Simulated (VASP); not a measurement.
# Cr (P6_3/mmc) in VASP: further runs

The runs below take Cr through single point, relaxation of cell and atoms, relaxation of shape and atoms at fixed volume, with PBE.

Program: VASP 6.6.1. These are calculated values, not measurements. Logs are shortened: lines on timing, memory, paths and dates and some standing lists are left out, and cuts for length are marked.

## Step 1: The crystal as given

It takes space group P6_3/mmc (No. 194, hexagonal). Conventional cell: a = 2.485 Å, b = 2.485 Å, c = 4.456 Å, α = 90.00°, β = 90.00°, γ = 120.00°. Around Cr (site symmetry -6m2) lie 12 Cr at 2.48 to 2.65 Å.

This isn't the form of Cr at room conditions, which is bcc.

## Step 2: Single point, PBE

Contents of INCAR:

```
SYSTEM = Cr
  PREC = Accurate
  ENCUT = 520
  EDIFF = 1E-6
  ISMEAR = 0
  SIGMA = 0.1
  LREAL = .FALSE.
  LASPH = .TRUE.
  NELM = 100
  ALGO = Fast
  ISIF = 2
  LWAVE = .FALSE.
  LCHARG = .TRUE.
  GGA = PE
  LELF = .TRUE.
  LVHAR = .TRUE.
  NBANDS = 19
```

Contents of KPOINTS:

```
regular mesh
0
G
  21 21 10
  0 0 0
```

Contents of POSCAR:

```
Cr
1.0
    2.4849820546      0.0000000000      0.0000000000
   -1.2424910273      2.1520575872      0.0000000000
    0.0000000000      0.0000000000      4.4557650231
Cr
2
Direct
    0.3333333333      0.6666666667      0.2500000000
    0.6666666667      0.3333333333      0.7500000000
```

Potentials or basis: VASP PAW PBE potentials, release 64 (Cr_pv).

Run with:

```sh
$ cat potpaw_PBE.64/Cr_pv/POTCAR > POTCAR
$ mpirun -np 1 vasp_std > vasp.out
```

OUTCAR:

```text
SYSTEM = Cr
   PREC = Accurate
   ENCUT = 520
   EDIFF = 1E-6
   ISMEAR = 0
   LREAL = .FALSE.
   LASPH = .TRUE.
   NELM = 100
   ISIF = 2
   GGA = PE

 ion  position               nearest neighbor table
   1  0.333  0.667  0.250-   2 2.65   2 2.65   2 2.65   2 2.65   2 2.65   2 2.65
   2  0.667  0.333  0.750-   1 2.65   1 2.65   1 2.65   1 2.65   1 2.65   1 2.65

  LATTYP: Found a hexagonal cell.
 ALAT       =     2.4849820546
 C/A-ratio  =     1.7930773443

  Lattice vectors:

 A1 = (   2.4849820546,   0.0000000000,   0.0000000000)
 A2 = (  -1.2424910273,   2.1520575872,   0.0000000000)
 A3 = (   0.0000000000,   0.0000000000,   4.4557650231)

Analysis of symmetry for initial positions (statically):
=====================================================================
 Subroutine PRICEL returns:
 Original cell was already a primitive cell.

 Routine SETGRP: Setting up the symmetry group for a
 hexagonal supercell.

 Subroutine GETGRP returns: Found 24 space group operations
 (whereof 12 operations were pure point group operations)
 out of a pool of 24 trial point group operations.

The static configuration has the point symmetry D_3d.
 The point group associated with its full space group is D_6h.

Analysis of symmetry for dynamics (positions and initial velocities):
=====================================================================
 Subroutine PRICEL returns:
 Original cell was already a primitive cell.

 Routine SETGRP: Setting up the symmetry group for a
 hexagonal supercell.

 Subroutine GETGRP returns: Found 24 space group operations
 (whereof 12 operations were pure point group operations)
 out of a pool of 24 trial point group operations.

The dynamic configuration has the point symmetry D_3d.
 The point group associated with its full space group is D_6h.

 Subroutine INISYM returns: Found 24 space group operations
 (whereof 12 operations are pure point group operations),
 and found     1 'primitive' translations

----------------------------------------------------------------------------------------

                                     Primitive cell

  volume of cell :      23.8286

  direct lattice vectors                    reciprocal lattice vectors
     2.484982055  0.000000000  0.000000000     0.402417393  0.232335790  0.000000000
    -1.242491027  2.152057587  0.000000000     0.000000000  0.464671580  0.000000000
     0.000000000  0.000000000  4.455765023     0.000000000  0.000000000  0.224428352

  length of vectors
     2.484982055  2.484982055  4.455765023     0.464671580  0.464671580  0.224428352

  position of ions in fractional coordinates (direct lattice)
     0.333333333  0.666666667  0.250000000
     0.666666667  0.333333333  0.750000000

  ion indices of the primitive-cell ions
   primitive index   ion index
                 1           1
                 2           2

----------------------------------------------------------------------------------------

 KPOINTS: regular mesh

Automatic generation of k-mesh.
 Grid dimensions read from file:
 generate k-points for:   21   21   10

 Generating k-lattice:

  Cartesian coordinates                     Fractional coordinates (reciprocal lattice)
     0.019162733  0.011063609  0.000000000     0.047619048 -0.000000000  0.000000000
     0.000000000  0.022127218  0.000000000     0.000000000  0.047619048  0.000000000
     0.000000000  0.000000000  0.022442835     0.000000000  0.000000000  0.100000000

  Length of vectors
     0.022127218  0.022127218  0.022442835

  Shift w.r.t. Gamma in fractional coordinates (k-lattice)
     0.000000000  0.000000000  0.000000000

 Subroutine IBZKPT returns following result:
 ===========================================

 Found    288 irreducible k-points:

 Following reciprocal coordinates:
            Coordinates               Weight
  0.000000  0.000000  0.000000      1.000000
  0.047619 -0.000000  0.000000      6.000000
  0.095238 -0.000000  0.000000      6.000000
  0.142857 -0.000000  0.000000      6.000000
  0.190476 -0.000000  0.000000      6.000000
  0.238095 -0.000000  0.000000      6.000000
[... 16 lines left out ...]
  0.142857  0.095238  0.000000     12.000000
  0.190476  0.095238  0.000000     12.000000
 [... further k-points ...]
   k-points           NKPTS =    288   k-points in BZ     NKDIM =    288   number of bands    NBANDS=     19
   number of dos      NEDOS =    301   number of ions     NIONS =      2
   total plane-waves  NPLWV =  11664
   dimension x,y,z NGX =    18 NGY =   18 NGZ =   36
   dimension x,y,z NGXF=    36 NGYF=   36 NGZF=   72
   ions per type =               2
   NGX,Y,Z   is equivalent  to a cutoff of  12.04, 12.04, 13.43 a.u.
   NGXF,Y,Z  is equivalent  to a cutoff of  24.08, 24.08, 26.86 a.u.
 SYSTEM =  Cr
   PREC   = accura    normal or accurate (medium, high low for compatibility)
   ISTART =      0    job   : 0-new  1-cont  2-samecut
   ICHARG =      2    charge: 1-file 2-atom 10-const
   ISPIN  =      1    spin polarized calculation?
   LNONCOLLINEAR =      F non collinear calculations
   LSORBIT =      F    spin-orbit coupling
   LASPH  =      T    aspherical Exc in radial PAW
   ENCUT  =  520.0 eV  38.22 Ry    6.18 a.u.   4.62  4.62  8.28*2*pi/ulx,y,z
   NELM   =    100;   NELMIN=  2; NELMDL= -5     # of ELM steps
   EDIFF  = 0.1E-05   stopping-criterion for ELM
[... 8 lines left out ...]
   TEBEG  =    0.0;   TEEND  =   0.0 temperature during run
   PSTRESS=    0.0 pullay stress
   NELECT =      24.0000    total number of electrons
   NUPDOWN=      -1.0000    fix difference up-down
   EMIN   =  10.00;   EMAX   =-10.00  energy-range for DOS
   EFERMI =   0.00;   METHOD = LEGACY
   ISMEAR =     0;   SIGMA  =   0.10  broadening in eV -4-tet -1-fermi 0-gaus
   EFERMI_NEDOS =   21; number of points for ismear=-14 and -15
   IALGO  =     68    algorithm
   IMIX   =      4    mixing-type and parameters
     AMIX     =   0.40;   BMIX     =  1.00
     AMIX_MAG =   1.60;   BMIX_MAG =  1.00
  volume/ion in A,a.u.               =      11.91        80.40
  Fermi-wavevector in a.u.,A,eV,Ry     =   1.641013  3.101065 36.639465  2.692925
  Thomas-Fermi vector in A             =   2.731555
   LORBIT       =      0    0 simple, 1 ext, 2 COOP (PROOUT), +10 PAW based schemes
   GGA     = PE    functional components
   LHFCALC =     F    Hartree Fock is set to
   AEXX    =    0.0000 exact exchange contribution
   IVDW    =     0    specifies the selected vdW correction
   LEPSILON=     F    determine dielectric tensor
   LRPA    =     F    only Hartree local field effects (RPA)
 non-spin polarized calculation
 RMM-DIIS sequential band-by-band and
 Gauss-broadening in eV      SIGMA  =   0.10
  energy-cutoff  :      520.00
  volume of cell :       23.83
 maximum number of plane-waves:       665
   NGX =  9   NGY =  9   NGZ = 17

 number of electron      23.9999997 magnetization

 Free energy of the ion-electron system (eV)
  ---------------------------------------------------
  ext. energy  EPLUGINS =         0.00000000
  ---------------------------------------------------
  free energy    TOTEN  =       -18.23245844 eV

  energy without entropy =      -18.21736776  energy(sigma->0) =      -18.22491310

 E-fermi :  10.3825     XC(G=0): -13.4715

 val. band max:       10.3824240774   @ k =   0.0952   0.0476   0.2000
 cond. band min:      10.3876520640   @ k =   0.4286   0.0000   0.3000
 fundamental gap:      0.0052279867
 Fermi energy:        10.3824723908

 k-point     1 :       0.0000    0.0000    0.0000
  band No.  band energies     occupation
      1     -32.8797      2.00000
      2     -32.2202      2.00000
      3     -32.0518      2.00000
      4     -32.0518      2.00000
      5     -31.9893      2.00000
      6     -31.9893      2.00000
[... 11 lines left out ...]
     18      12.5552      0.00000
     19      18.4321      0.00000

 k-point     2 :       0.0476   -0.0000    0.0000
  band No.  band energies     occupation
      1     -32.8734      2.00000
      2     -32.2207      2.00000
      3     -32.0709      2.00000
      4     -32.0570      2.00000
      5     -32.0088      2.00000
      6     -31.9928      2.00000
[... 11 lines left out ...]
     18      12.8214      0.00000
     19      18.4293      0.00000

 k-point     3 :       0.0952   -0.0000    0.0000
  band No.  band energies     occupation
      1     -32.8552      2.00000
      2     -32.2224      2.00000
      3     -32.1264      2.00000
      4     -32.0719      2.00000
      5     -32.0651      2.00000
      6     -32.0031      2.00000
[... 11 lines left out ...]
     18      13.4451      0.00000
     19      18.4302      0.00000

 k-point     4 :       0.1429   -0.0000    0.0000
  band No.  band energies     occupation
      1     -32.8259      2.00000
      2     -32.2256      2.00000
      3     -32.2134      2.00000
      4     -32.1522      2.00000
      5     -32.0949      2.00000
      6     -32.0194      2.00000
[... 11 lines left out ...]
     18      14.2368      0.00000
     19      18.4369      0.00000

 k-point     5 :       0.1905   -0.0000    0.0000
  band No.  band energies     occupation
      1     -32.7873      2.00000
      2     -32.3241      2.00000
      3     -32.2612      2.00000
      4     -32.2310      2.00000
      5     -32.1237      2.00000
      6     -32.0405      2.00000
[... 11 lines left out ...]
     18      15.1196      0.00000
     19      18.4585      0.00000

 k-point     6 :       0.2381   -0.0000    0.0000
  band No.  band energies     occupation
      1     -32.7416      2.00000
      2     -32.4485      2.00000
      3     -32.3816      2.00000
      4     -32.2392      2.00000
      5     -32.1556      2.00000
      6     -32.0646      2.00000
[... 11 lines left out ...]
     18      16.0603      0.00000
     19      18.5035      0.00000

 k-point     7 :       0.2857   -0.0000    0.0000
  band No.  band energies     occupation
      1     -32.6915      2.00000
      2     -32.5753      2.00000
      3     -32.5025      2.00000
      4     -32.2508      2.00000
      5     -32.1879      2.00000
      6     -32.0895      2.00000
[... 11 lines left out ...]
     18      17.0391      0.00000
     19      18.5646      0.00000

 k-point     8 :       0.3333    0.0000    0.0000
  band No.  band energies     occupation
      1     -32.6931      2.00000
      2     -32.6403      2.00000
      3     -32.6135      2.00000
      4     -32.2661      2.00000
      5     -32.2176      2.00000
      6     -32.1128      2.00000
[... 256 lines left out ...]
 k-point    20 :       0.4286    0.0476    0.0000
  band No.  band energies     occupation
      1     -32.8792      2.00000
      2     -32.7874      2.00000
      3     -32.5341      2.00000
      4     -32.3115      2.00000
      5     -32.2772      2.00000
      6     -32.1636      2.00000
[... 11 lines left out ...]
     18      17.1113      0.00000
     19      20.4379      0.00000

 k-point    21 :       0.4762    0.0476    0.0000
  band No.  band energies     occupation
      1     -32.8974      2.00000
      2     -32.8042      2.00000
      3     -32.5212      2.00000
      4     -32.3186      2.00000
      5     -32.2822      2.00000
      6     -32.1675      2.00000
[... 11 lines left out ...]
     18      16.5434      0.00000
     19      20.8307      0.00000

 k-point    22 :       0.0952    0.0952    0.0000
  band No.  band energies     occupation
      1     -32.8090      2.00000
      2     -32.2493      2.00000
      3     -32.2278      2.00000
      4     -32.2119      2.00000
      5     -32.1002      2.00000
      6     -32.0388      2.00000
[... 11 lines left out ...]
     18      14.6538      0.00000
     19      18.4511      0.00000

 k-point    23 :       0.1429    0.0952    0.0000
  band No.  band energies     occupation
      1     -32.7714      2.00000
      2     -32.3459      2.00000
      3     -32.3120      2.00000
      4     -32.2335      2.00000
      5     -32.1330      2.00000
      6     -32.0663      2.00000
[... 11 lines left out ...]
     18      15.4818      0.00000
     19      18.4926      0.00000

 k-point    24 :       0.1905    0.0952    0.0000
  band No.  band energies     occupation
      1     -32.7269      2.00000
      2     -32.4592      2.00000
      3     -32.4171      2.00000
      4     -32.2422      2.00000
      5     -32.1720      2.00000
      6     -32.0960      2.00000
[... 11 lines left out ...]
     18      16.3899      0.00000
     19      18.5738      0.00000

 [... further k-points ...]
[... 5 lines left out ...]
  --------------------------------------------------------------------------------------
  -------------------------------------------------------------------------------------
  Total       -0.0570958     -0.0570958     -0.0831755     -0.0000000     -0.0000000     -0.0000000
  in kB       -3.8389778     -3.8389778     -5.5925081     -0.0000000     -0.0000000     -0.0000000
  external PRESSURE =      -4.4234879 kB  Pullay stress =       0.0000000 kB

 VOLUME and BASIS-vectors are now :
 -----------------------------------------------------------------------------
  energy-cutoff  :      520.00
  volume of cell :       23.83
      direct lattice vectors                 reciprocal lattice vectors
     2.484982055  0.000000000  0.000000000     0.402417393  0.232335790  0.000000000
    -1.242491027  2.152057587  0.000000000     0.000000000  0.464671580  0.000000000
     0.000000000  0.000000000  4.455765023     0.000000000  0.000000000  0.224428352

 POSITION                                       TOTAL-FORCE (eV/Angst)
 -----------------------------------------------------------------------------------
     -0.00000      1.43471      1.11394         0.000000      0.000000      0.000000
      1.24249      0.71735      3.34182        -0.000000      0.000000      0.000000
 -----------------------------------------------------------------------------------
    total drift:                               -0.000000      0.000000     -0.000000

  FREE ENERGIE OF THE ION-ELECTRON SYSTEM (eV)
  ---------------------------------------------------
  free  energy   TOTEN  =       -18.2324584427 eV

  energy  without entropy=      -18.2173677556  energy(sigma->0) =      -18.22491310
```

Run time: 55 s. Hardware: 1 thread of Intel Xeon 6975P-C (Granite Rapids), shared host; peak memory 0.21 GiB.

What came out:

- Free energy: -18.2325 eV
- Pressure: -0.4 GPa
- Band gap on the k mesh: none (metal or under the smearing width)

Levels at points of the mesh, in eV from the Fermi level:
```tsv
k point	band 9	band 10	band 11	band 12	band 13	band 14	band 15	band 16
(0.00, 0.00, 0.00)	-1.23	-0.35	-0.35	-0.28	-0.03	-0.03	1.07	1.07
(0.00, 0.00, 0.50)	-1.62	-1.62	-0.33	-0.33	-0.33	-0.33	1.78	1.78
```

Caveat: the run has no spin polarisation, though such a crystal can be magnetic. Spin polarisation is off, so any magnetic state and its effect on volume and gap are missing.

[end of part 1 of 2]
